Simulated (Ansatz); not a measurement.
A 6-atom cell of FeS2 (Pnnm) from a materials database at its r2SCAN geometry, run in the PAW code Ansatz at 2 levels of theory. Calculated for a static, non-magnetic cell.

The LDA input:
```yaml
crystal:
  lattice:
    - [4.4308097358, 0.0, 0.0]
    - [0.0, 5.4005600319, 0.0]
    - [0.0, 0.0, 3.3792372752]
  atoms:
    - { symbol: Fe, position: [0.5, 0.5, 0.5] }
    - { symbol: Fe, position: [0.0, 0.0, 0.0] }
    - { symbol: S, position: [0.2990462953, 0.8778423373, 0.5] }
    - { symbol: S, position: [0.7009537047, 0.1221576627, 0.5] }
    - { symbol: S, position: [0.2009537047, 0.3778423373, 0.0] }
    - { symbol: S, position: [0.7990462953, 0.6221576627, 0.0] }
kpoints:
  mp_grid: { grid: [6, 6, 8] }
  band_path:
    path:
      - [0.0, 0.0, 0.0]
      - [0.5, 0.0, 0.0]
      - [0.5, 0.5, 0.0]
      - [0.0, 0.5, 0.0]
      - [0.0, 0.0, 0.5]
      - [0.5, 0.0, 0.5]
      - [0.5, 0.5, 0.5]
      - [0.0, 0.5, 0.5]
      - [0.414062, 0.0, 0.0]
      - [0.0, 0.5, 0.35]
    npoints: 1
hamiltonian:
  xc: lda
scf:
  occupations: { method: fixed }
  n_extra_bands: 5
output:
  forces: true
  stress: true
  eigenvalues: true
```

Main results, then, where recorded, the levels near the gap in eV from the Fermi energy (columns number the bands from 0), one row a point of the path (Γ, X, S, Y, Z, U, R, T, Γ–X (0.83), Y–T (0.70)):
```
Crystal: 6 atoms, lattice volume = 80.861 Å³
Symmetry: 8 space group operations
Space group: Pnnm (ITA 58)
```
```
Basis set: ecut = 420 eV, 1603 PW (Γ)
Bands: 33, of which v1, the nominal top of the filled ones, is band 28 counted from 1 (27 counted from 0)
k-points: 80 of 288
Free energy (F): -12322.647130 eV
Fermi energy:    12.411441 eV
--- Forces (eV/Å), atoms counted from 1 ---
  atom   1  Fe      0.00000      0.00000      0.00000
  atom   2  Fe      0.00000      0.00000      0.00000
  atom   3  S     -0.48798    -0.24647      0.00000
  atom   4  S       0.48798      0.24647      0.00000
  atom   5  S       0.48798    -0.24647      0.00000
  atom   6  S     -0.48798      0.24647      0.00000
--- Stress (GPa, compression-positive) ---
       -9.526856       0.000000       0.000000
        0.000000     -10.019728       0.000000
        0.000000       0.000000     -10.582319
  P = ⅓ Tr σ = -10.0430 GPa (-100.430 kbar)
```
```tsv
band_25	band_26	band_27	band_28	band_29	band_30
-0.775	-0.749	-0.570	1.197	1.392	2.778
-0.676	-0.100	-0.100	1.671	1.671	1.929
-1.147	-0.933	-0.933	1.320	1.320	1.848
-0.838	-0.337	-0.337	1.108	1.108	2.399
-0.938	-0.385	-0.385	1.370	1.370	1.621
-0.788	-0.309	-0.309	1.462	1.462	1.997
-0.635	-0.330	-0.330	1.642	1.642	2.029
-1.464	-0.353	-0.353	0.763	0.763	2.089
-0.679	-0.389	0.050	1.511	1.881	1.939
-1.217	-0.145	-0.145	0.915	0.915	2.023
```

With LDA the valence top lies at Γ–X (0.83 of the way from Γ) and the conduction bottom at T, 0.71 eV higher; the smallest vertical gap, at Y–T (0.75 of the way from Y), is 1.06 eV.

Task: Another run on the same cell gave
```
Basis set: ecut = 420 eV, 1603 PW (Γ)
Bands: 33, of which v1, the nominal top of the filled ones, is band 28 counted from 1 (27 counted from 0)
k-points: 27 of 64
hybrid outer 1: dexx = +6.154e-1 eV, tail = 1.19e-3 eV
hybrid outer 2: dexx = +3.629e-5 eV, tail = 1.20e-6 eV, Δε = 9.83e-3 eV, ΔF = 8.31e-3 eV/Å
hybrid outer 3: dexx = +2.244e-7 eV, tail = 3.19e-9 eV, Δε = 5.45e-4 eV, ΔF = 5.65e-4 eV/Å
Free energy (F): -12570.652473 eV
Fermi energy:    11.685267 eV
--- Forces (eV/Å), atoms counted from 1 ---
  atom   1  Fe      0.00000      0.00000      0.00000
  atom   2  Fe      0.00000      0.00000      0.00000
  atom   3  S       0.69540      0.48076      0.00000
  atom   4  S     -0.69540    -0.48076      0.00000
  atom   5  S     -0.69540      0.48076      0.00000
  atom   6  S       0.69540    -0.48076      0.00000
--- Stress (GPa, compression-positive) ---
       -2.947402       0.000000       0.000000
        0.000000      -0.515344       0.000000
        0.000000       0.000000       2.056939
  P = ⅓ Tr σ = -0.4686 GPa (-4.686 kbar)
```
```tsv
band_25	band_26	band_27	band_28	band_29	band_30
-1.110	-1.101	-0.395	2.520	3.264	4.295
-1.044	0.000	0.000	3.214	3.214	3.786
-1.151	-1.020	-1.020	3.112	3.112	3.882
-1.160	-0.629	-0.629	2.512	2.512	4.219
-1.251	-1.058	-1.058	3.140	3.140	3.651
-1.048	-0.850	-0.850	3.377	3.377	3.468
-1.046	-0.905	-0.905	2.988	2.988	4.136
-1.758	-1.060	-1.060	2.907	2.907	4.113
-1.008	-0.281	0.143	3.199	3.199	3.660
-1.532	-0.722	-0.722	3.006	3.006	4.111
```
Which level of theory and mesh gave it?

Result: It is HSE06, judged by the exchange loop and the size of the gap (a near hybrid could fit too), on 4×4×4; the blocks that differ from the first input, but for the band path:
```yaml
kpoints:
  mp_grid: { grid: [4, 4, 4] }
hamiltonian:
  xc: hse06
```
The HSE06 gap is indirect, 2.25 eV (Γ–X (0.83 of the way from Γ) to Y–Γ (0.50 of the way from Y)), below the direct gap of 2.92 eV at Γ. The mean pressure at these positions is -0.5 GPa, compression counted positive. (The program warns that its thresholds are loose for a hybrid's stress.)

Small level splittings and stresses of the hybrids carry the error of their coarser meshes.

Totals of different functionals can't be compared.

The meshes of the hybrids are coarse, so their gaps aren't converged to the digits shown.
